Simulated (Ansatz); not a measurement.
## AlAs (F-43m): quasi-harmonic thermal expansion

Method: PBEsol, PAW on Ansatz 0.2.0's default frozen-core files (fitted under PBE), scalar-relativistic.

The cell comes from a PAW relaxation under the same functional.

Command:

```sh
ansatz run input.yaml --threads 2 --pin off --max-ram 5120MiB --backend cpu --events-out ev --progress --plain --runs-dir out
```

input.yaml:

```yaml
crystal:
  lattice:
    - [0.0, 2.83732692888, 2.83732692888]
    - [2.83732692888, 0.0, 2.83732692888]
    - [2.83732692888, 2.83732692888, 0.0]
  atoms:
    - { symbol: Al, position: [0.0, 0.0, 0.0] }
    - { symbol: As, position: [0.75, 0.75, 0.75] }
kpoints:
  mp_grid: { grid: [8, 8, 8] }
scf:
  occupations: { method: fixed }
hamiltonian:
  xc: pbesol
  pseudopotentials: { kind: paw }
phonons:
  qmesh: [4, 4, 4]
  thermal_expansion: {}
  temperatures: { t_min: 0, t_max: 800, t_step: 50 }
```

The program printed:

```
Warning: phonons: the dynamical matrix that this run interpolates holds no multipole term above the dipole-dipole one, and a site of this crystal is no centre of inversion, so its interpolated transverse optical and acoustic branches and sound speeds can stay off near Gamma, and the density of states and the thermodynamics with them. What a run solves at a wave vector of phonons.qpoints, Gamma apart, where the deck ...
Warning: RAYON_NUM_THREADS=2 ignored (pool sized by the plan → 2); use --threads N
The last accepted step is kept in <dir> (removed where the run ends without a failure and the disk answers)
Engine: ansatz 0.2.0, aarch64-unknown-linux-gnu
Pseudopotentials: kind: paw
Pseudopotential: Al, paw, valence charge 3, recommended cutoff 420 eV (normal), Al.paw.azcp
Pseudopotential: As, paw, valence charge 15, recommended cutoff 420 eV (normal), As.paw.azcp
Functional definition: PBEsol
  exchange = pbesol_x
  correlation = pbesol_c
Crystal: 2 atoms, lattice volume = 45.683 Å³
Basis set: ecut = 487.2 eV, 1139 PW (Γ), exchange–correlation on 60×60×60 points (8 copies of the dense FFT grid, shifted against one another)
Bands: 13, of which v1, the nominal top of the filled ones, is band 9 counted from 1 (8 counted from 0)
Symmetry: 24 space group operations
Space group: F-43m (ITA 216), of the structure as read, at distance tolerance 3.6e-5 Å
k-points: 29 of 512 (time reversal used)
Non-local potential: Al, projectors of the file, l = 0: 2, l = 1: 2, l = 2: 1
Non-local potential: As, projectors of the file, l = 0: 2, l = 1: 2, l = 2: 3, l = 3: 1
PAW form: soft (Blöchl's): semilocal exchange-correlation on the pseudo side does not see the compensation charge
PAW frozen core: Al, regenerated for the run's functional, and the local potential with it (the file was generated under x = pbe(κ = 0.804, μ = 0.2195149727645171), c = pbe(β = 0.06672455060314922))
PAW frozen core: As, regenerated for the run's functional, and the local potential with it (the file was generated under x = pbe(κ = 0.804, μ = 0.2195149727645171), c = pbe(β = 0.06672455060314922))
PAW one-centre angular grid: Al, 110 points (default); XC on 64 Gauss nodes
PAW one-centre angular grid: As, 590 points (default); XC on 64 Gauss nodes
Initial density: superposition of atomic densities (neutral atoms: chi_scale 0, normalization atom), corrected by the library's trained network
Initial wavefunctions: pseudopotential atomic-orbital guess
Functional: x = pbesol(κ = 0.804, μ = 0.12345679012345678), c = pbesol(β = 0.046)
SCF iter   1: F=—  HF=-5338.444682 eV  |F-HF|=—  |Δ(HF+E_count)|=         —  Δρ=2.73e-3  dr2=6.03e-3  ethr=1.77e-3  ⟨swp⟩=4.9  Hψ=1957  notcnv=0  defer=49
preconditioner: auto → none  [insulator: Δε(μ)=1.303 eV  Ē_g=9.819 eV  n_scr=14 (ndim 8)  ℏωp=15.5 eV  f_vac=0.006  ε∞_Penn≈3.5]
SCF iter   2: F=—  HF=-5338.442830 eV  |F-HF|=—  |Δ(HF+E_count)|=   1.85e-3  Δρ=1.11e-3  dr2=5.75e-4  ethr=3.35e-5  ⟨swp⟩=2.8  Hψ=894  notcnv=0  defer=52
SCF iter   3: F=—  HF=-5338.442824 eV  |F-HF|=—  |Δ(HF+E_count)|=   5.94e-6  Δρ=3.57e-4  dr2=5.74e-5  ethr=3.20e-6  ⟨swp⟩=3.0  Hψ=552  notcnv=0  defer=52
[... 15 lines left out ...]
E sigma→0 (E₀):  -5338.442838 eV
Fermi energy:    6.192996 eV
--- Per-component energies (eV) ---
  E_band       = -269.839176
  E_kinetic    = 126.513682
  E_local      = -2121.692631  (includes V_loc(G=0)·N_el)
  E_nonlocal   = -657.577935
  E_hartree    = 1132.349799
  E_xc         = -117.924892
  E_vxc        = -108.262213  (∫ρ·V_xc dr)
  E_paw        = -2248.315801  (= ΣΔE_a)
  E_vpaw       = 226.480350  (= ΣTr[D̂ρ^β])
  E_aug_tail   = -0.000006  (compensation charges beyond the density's cutoff)
  E_ewald      = -1452.780622
  E_core_change = 0.985568  (= ΣΔE_core)
  E_smearing   = -0.000000  (= −TS)
  E_closure    = 0.000000  (closes the sum)
  Σ components = -5338.442838   (vs F -5338.442838, Δ=0.00e0)
--- Forces (eV/Å), atoms counted from 1 ---
  atom   1  Al    -0.00000000    -0.00000000    -0.00000000
  atom   2  As     0.00000000    -0.00000000     0.00000000
  max |Σ_I F_I| component: 1.72e-16 eV/Å
--- Stress (GPa, compression-positive) ---
        0.000470       0.000000      -0.000000
       -0.000000       0.000470       0.000000
       -0.000000       0.000000       0.000470
  P = ⅓ Tr σ = 0.0005 GPa (0.005 kbar)
── thermal expansion: 3 new cells, 3 in all ──
thermal expansion: relaxation of cell 2
thermal expansion: relaxation of cell 3
── thermal expansion: 2 new cells, 5 in all ──
thermal expansion: relaxation of cell 4
thermal expansion: lower-state search of cell 4
thermal expansion: phonons of cell 4
thermal expansion: relaxation of cell 5
thermal expansion: phonons of cell 5
── thermal expansion: 5 new cells, 10 in all ──
thermal expansion: relaxation of cell 6
thermal expansion: relaxation of cell 7
thermal expansion: relaxation of cell 8
thermal expansion: relaxation of cell 9
thermal expansion: relaxation of cell 10
thermal expansion: phonons of cell 6
thermal expansion: phonons of cell 7
--- Relaxed structure (1 steps of the walk, 1 accepted, 0 SCFs on fresh bases) ---
  F+E_penalty+E_count = -5338.44283750 eV   max|allowed force component| = 9.888e-17 eV/Å
  atoms:
    - { symbol: Al, position: [0.0, 0.0, 0.0] }
    - { symbol: As, position: [0.75, 0.75, 0.75] }
--- Thermal expansion: 10 cells in 3 rounds, 0 GPa ---
  no lower state was reached at cell 4
  without vibrations: a 4.01259, b 4.01259, c 4.01259 Å, V 45.6836 Å³, B 72.24 GPa
  at 0 K: a 4.01838, b 4.01838, c 4.01838 Å, V 45.8816 Å³, B 71.21 GPa
  zero-point expansion: a +0.144, b +0.144, c +0.144, V +0.433 %
      T/K        a/Å        b/Å        c/Å       V/Å³ | expansion of a, b, c, V (1e-6/K)   | that of V in the mean from 25 °C | C_P, C_V (J/mol K of the cell) | B_T, B_S (GPa)
     0.00    4.01838    4.01838    4.01838    45.8816 |    0.00    0.00    0.00    0.00 |    4.89 |     0.000     0.000 |    71.21    71.21
   100.00    4.01821    4.01821    4.01821    45.8757 |    0.20    0.20    0.20    0.59 |    8.00 |    23.750    23.750 |    70.98    70.98
   200.00    4.01891    4.01891    4.01891    45.8996 |    2.95    2.95    2.95    8.85 |   10.85 |    38.731    38.701 |    70.29    70.34
   298.15    4.02033    4.02033    4.02033    45.9485 |    4.13    4.13    4.13   12.38 |       - |    44.247    44.159 |    69.48    69.62
   350.00    4.02123    4.02123    4.02123    45.9793 |    4.47    4.47    4.47   13.41 |   12.93 |    45.724    45.604 |    69.05    69.23
   450.00    4.02312    4.02312    4.02312    46.0442 |    4.90    4.90    4.90   14.69 |   13.72 |    47.399    47.215 |    68.19    68.46
   550.00    4.02515    4.02515    4.02515    46.1140 |    5.18    5.18    5.18   15.53 |   14.30 |    48.321    48.073 |    67.34    67.68
   650.00    4.02728    4.02728    4.02728    46.1872 |    5.39    5.39    5.39   16.16 |   14.76 |    48.893    48.579 |    66.48    66.91
   750.00    4.02949    4.02949    4.02949    46.2631 |    5.56    5.56    5.56   16.68 |   15.15 |    49.283    48.902 |    65.62    66.14
   800.00    4.03062    4.03062    4.03062    46.3020 |    5.64    5.64    5.64   16.92 |   15.33 |    49.437    49.020 |    65.20    65.75
  the static fit leaves 0.000 meV an atom of the energies and, of the stresses, 0.000 GPa of each cell's largest along a strain (root mean squares over the cells), whose Pulay part it has at -0.005 GPa
  vibrations' free energy: its fit passes through its cells
  the electrons' free energy at temperature is not in it: every band gap is over 0.83 eV
  free energies summed between the sampled wave vectors
  estimated error of the fitted expansion in any direction: up to 0.019e-6/K, at 800 K, with few degrees of freedom (an estimate, not a bound: it was exceeded on models of known expansion)
  by sums over the sampled wave vectors an expansion of the volume parts by up to 0.79e-6/K
  by a static energy of one degree less an expansion of the volume parts by up to 0.00e-6/K
  band gaps on the cells' k-points are 1.292 to 1.394 eV
```

The run converged.

Head of thermal_expansion.tsv:

```
# thermal expansion in the quasi-harmonic approximation; lengths in Å, angles in degrees, expansions in K^-1, heat capacities and entropies in eV/K of the cell, energies in eV of the cell
# pressure_gpa: 0
# no lower state was reached at cell 4
# cell 1, search: [[0.0, 2.83732692888, 2.83732692888], [2.83732692888, 0.0, 2.83732692888], [2.83732692888, 2.83732692888, 0.0]] Å
# cell 2, search: [[0.0, 2.86002554431104, 2.86002554431104], [2.86002554431104, 0.0, 2.86002554431104], [2.86002554431104, 2.86002554431104, 0.0]] Å
# cell 3, search: [[0.0, 2.8148084611904762, 2.8148084611904762], [2.8148084611904762, 0.0, 2.8148084611904762], [2.8148084611904762, 2.8148084611904762, 0.0]] Å
# cell 4, equilibrium: [[0.0, 2.837536510915412, 2.837536510915412], [2.837536510915412, 0.0, 2.837536510915412], [2.837536510915412, 2.837536510915412, 0.0]] Å
# cell 5, direction_probe: [[0.0, 2.851724193469989, 2.851724193469989], [2.851724193469989, 0.0, 2.851724193469989], [2.851724193469989, 2.851724193469989, 0.0]] Å
# cell 6, path: [[0.0, 2.8441486240384917, 2.8441486240384917], [2.8441486240384917, 0.0, 2.8441486240384917], [2.8441486240384917, 2.8441486240384917, 0.0]] Å
# cell 7, path: [[0.0, 2.8574191094242636, 2.8574191094242636], [2.8574191094242636, 0.0, 2.8574191094242636], [2.8574191094242636, 2.8574191094242636, 0.0]] Å
# cell 8, static_along: [[0.0, 2.8093725510907275, 2.8093725510907275], [2.8093725510907275, 0.0, 2.8093725510907275], [2.8093725510907275, 2.8093725510907275, 0.0]] Å
# cell 9, static_along: [[0.0, 2.8234194138461812, 2.8234194138461812], [2.8234194138461812, 0.0, 2.8234194138461812], [2.8234194138461812, 2.8234194138461812, 0.0]] Å
# cell 10, static_along: [[0.0, 2.8674125917870876, 2.8674125917870876], [2.8674125917870876, 0.0, 2.8674125917870876], [2.8674125917870876, 2.8674125917870876, 0.0]] Å
# free energies summed between the sampled wave vectors
# fit_thermal_expansion_error: an estimate, not a bound: it was exceeded on models of known expansion
# T[K]	a	b	c	alpha	beta	gamma	volume	a_expansion	b_expansion	c_expansion	volumetric_expansion	alpha_rate[deg/K]	beta_rate[deg/K]	gamma_rate[deg/K]	mean_volumetric_expansion	C_P	C_V	entropy	helmholtz_free_energy	gibbs_fre
```

**Thermal expansion**

Quasi-harmonic lattice of a crystal by Kohn-Sham DFT: finite-displacement phonons on strained cells about the given cell, electrons' free energy included in metals.

```csv
temperature (K),volume expansion coefficient (×10⁻⁶/K),volume over given cell less one (%),heat capacity constant pressure (k_B/atom),isothermal bulk modulus (GPa),grueneisen parameter
50,-2.575,0.4284,0.6606,71.17,-0.461
100,0.5927,0.421,1.428,70.98,0.04893
150,5.463,0.4367,1.986,70.66,0.3231
200,8.852,0.4733,2.329,70.29,0.4444
250,11.01,0.5236,2.536,69.88,0.5053
300,12.42,0.5827,2.665,69.47,0.5401
350,13.41,0.6479,2.75,69.05,0.5622
400,14.13,0.7173,2.808,68.62,0.5774
450,14.69,0.7899,2.85,68.19,0.5885
500,15.15,0.8652,2.882,67.77,0.5971
550,15.53,0.9426,2.906,67.34,0.6041
600,15.86,1.022,2.925,66.91,0.61
650,16.16,1.103,2.94,66.48,0.6151
700,16.43,1.185,2.953,66.05,0.6197
750,16.68,1.269,2.964,65.62,0.6238
800,16.92,1.354,2.973,65.2,0.6276
```

Keep in mind: frozen-core PAW files fitted under PBE, their cores solved anew for the functional of the run; expansion moves with the q mesh.

It took 36 min on 2 threads of Arm Neoverse V1, on a shared host, peak memory 1.2 GiB.
